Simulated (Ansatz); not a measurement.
**TiSe2: one input, then a changed one**

Structure from Materials Project entry mp-2194 (possibly hypothetical), not relaxed further.

First run: DFT, PBEsol, PAW with Ansatz's default frozen-core files, scalar-relativistic (Ansatz 0.2.0).

Command: `ansatz run input.yaml --threads 1 --pin off --max-ram 4096MiB --backend cpu --events-out ev --progress --plain --runs-dir out` The run took about 54 s on 1 thread of a shared machine.

```yaml
crystal:
  lattice:
    - [3.5565669337, 0.0, 0.0]
    - [-1.7782834669, 3.0800773149, 0.0]
    - [0.0, 0.0, 6.34762586]
  atoms:
    - { symbol: Ti, position: [0.0, 0.0, 0.0] }
    - { symbol: Se, position: [0.3333333333, 0.6666666667, 0.23992784] }
    - { symbol: Se, position: [0.6666666667, 0.3333333333, 0.76007216] }
kpoints:
  mp_grid: { grid: [11, 11, 5] }
  band_path:
    path:
      - [0.0, 0.0, 0.0]
      - [0.5, 0.0, 0.0]
      - [0.3333333333, 0.3333333333, 0.0]
      - [0.0, 0.0, 0.0]
      - [0.0, 0.0, 0.5]
      - [0.5, 0.0, 0.5]
      - [0.3333333333, 0.3333333333, 0.5]
      - [0.0, 0.0, 0.5]
      - [0.5, 0.0, 0.5]
    npoints: 8
scf:
  occupations: { method: fermi_dirac, width: 0.05 }
hamiltonian:
  xc: pbesol
  pseudopotentials: { kind: paw }
output:
  forces: true
  stress: true
  eigenvalues: true
  efg: { contact_densities: true }
  populations: true
  bader: true
  dos: { projected: true, de: 0.2, e_range: [-14, 8] }
  write_density: true
  write_potential: true
  elf: true
  volumetric_format: npy
```

Result: converged; pressure -2.71 GPa; largest force 0.055 eV/Å; no gap on the k mesh; 6 SCF iterations.

The input is then changed:

```diff
@@ -26,5 +26,5 @@
 hamiltonian:
   xc: pbesol
-  pseudopotentials: { kind: paw }
+  pseudopotentials: { kind: nc }
 output:
   forces: true
@@ -33,9 +33,3 @@
   efg: { contact_densities: true }
   populations: true
-  bader: true
-  dos: { projected: true, de: 0.2, e_range: [-14, 8] }
-  write_density: true
-  write_potential: true
-  elf: true
-  volumetric_format: npy
```

Q: What does the second run give?

A: It was refused before any iteration. The program says:
```
Error: output.efg without hamiltonian.pseudopotentials.kind: paw|paw_fr|all_electron or hamiltonian.pseudopotentials.kind: all_electron — the all-electron EFG reconstruction needs the PAW one-centre densities; drop the efg request, or set kind: paw (paw_fr under spin-orbit coupling) (under a functional that reads the kinetic-energy density, kind: paw is refused in some combinations and carries risks of its own in the rest: see hamiltonian.xc for the refusals and hamiltonian.pseudopotentials.kind for the risks, both in the input reference; kind: paw is refused beside gw.static_remainder)
```
